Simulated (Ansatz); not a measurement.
Runs of Ansatz 0.2.0 on Zr. The structure is hexagonal, space group P6_3/mmc (No. 194). Conventional cell: a = 3.232 Å, b = 3.232 Å, c = 5.147 Å, α = 90.00°, β = 90.00°, γ = 120.00°. Zr (site symmetry -6m2) is surrounded by 12 Zr at 3.18 to 3.23 Å. 

```csv
task,level,potentials or basis,spin,cell,k mesh,cutoff (eV),points for each segment of the path,atoms under strain,gap on the mesh (eV),pressure (GPa),V0 of scaled cells (Å³/atom),relaxed volume (Å³/atom),B0 (GPa)
relaxation of cell and atoms,BLYP,Ansatz PAW,off,relaxed,9 × 9 × 5,420,-,-,none,0.0,-,(b),-
band structure,BPBE,Ansatz PAW,off,as given,9 × 9 × 5,420,14,-,none,0.1,-,-,-
equation of state,PBEsol,Ansatz PAW,"SOC, no magnetisation",as given,9 × 9 × 5,420,-,-,-,-,22.48,-,100
relaxation of cell and atoms,r2SCAN+D3(BJ),Ansatz PAW,off,relaxed,9 × 9 × 5,500,-,-,-,0.0,-,23.07,-
elastic constants,r2SCAN,Ansatz PAW,off,as given,8 × 8 × 5,500,-,clamped,none,1.0,-,-,-
equation of state,PBEsol,PseudoDojo PBEsol stringent,off,as given,9 × 9 × 5,898,-,-,-,-,22.51,-,100
equation of state,RPBE+D4,Ansatz PAW,off,as given,9 × 9 × 5,420,-,-,-,-,23.38,-,(a)
```

Alike in all rows: smearing fermi-dirac 0.05 eV.

Problem. Fill in the values left out.

Solution. (a) 93; (b) 24.16.

Caveats: the PAW data sets come from PBE, with cores solved anew for the run's functional, which leaves a small shift of forces and pressure (some runs); the cell was scaled at fixed shape and fractional positions, which overstates the stiffness of a crystal with free parameters, most of all of layers and chains (some runs); the plane-wave basis is chosen anew once the cell has moved, so the energies of steps on either side of that aren't comparable (some runs); the dispersion damping was fitted for another functional or another form of the correction (some runs); elastic constants of metals need much finer meshes, so these are rough (some runs); the potentials were made for another functional, which shifts forces and pressure (some runs).

A k mesh can miss the band edges, and rows without SOC leave out spin-orbit coupling on Zr.

A gap of «none» marks a metal or a gap under the smearing width.

Runs at the PBE level aren't shown here.
